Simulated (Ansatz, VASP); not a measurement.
# Two plane-wave programs on AlN

```
Al N
1.0
     2.80310    0.00000    0.00000
    -1.40155    2.42755    0.00000
     0.00000    0.00000    3.44160
Al N
2 2
Cartesian
  0.0000 1.6184 -0.2134
  1.4015 0.8092 1.5074
  0.0000 1.6184 1.5074
  1.4015 0.8092 3.2282
```

Change from the starting cell: volume scaled by 0.55, PAW files, partial_waves polarizable.

Alike in both runs: task single point; functional PBE; k mesh 13 × 13 × 7; occupations fermi-dirac, width 0.05 eV; no spin polarisation.

```csv
,VASP,Ansatz
version,VASP 6.6.1,Ansatz 0.2.0
potentials or method,"VASP PAW PBE potentials, release 64 (Al, N)","PAW with Ansatz's default frozen-core files, scalar-relativistic"
plane-wave cutoff (eV),520,420
valence electrons in the cell,16,16
```

|  | VASP | Ansatz | Ansatz less VASP |
| --- | --- | --- | --- |
| gap on the k mesh at the Fermi level (eV) | 4.16 | 4.20 | +0.041 |
| pressure (GPa) | 303.6 | 298.7 | -4.95 |
| largest component of the traceless stress (GPa) | 0.24 | 0.04 | -0.204 |

Ansatz warned: «structure_snapped_to_symmetry».

Caveats: the cell as given lies far from equilibrium; so large a pressure means that the cell lies far from this level's equilibrium, or that cutoff or potentials fall short (VASP); an odd mesh through Γ misses points on the zone boundary, where band edges often lie.
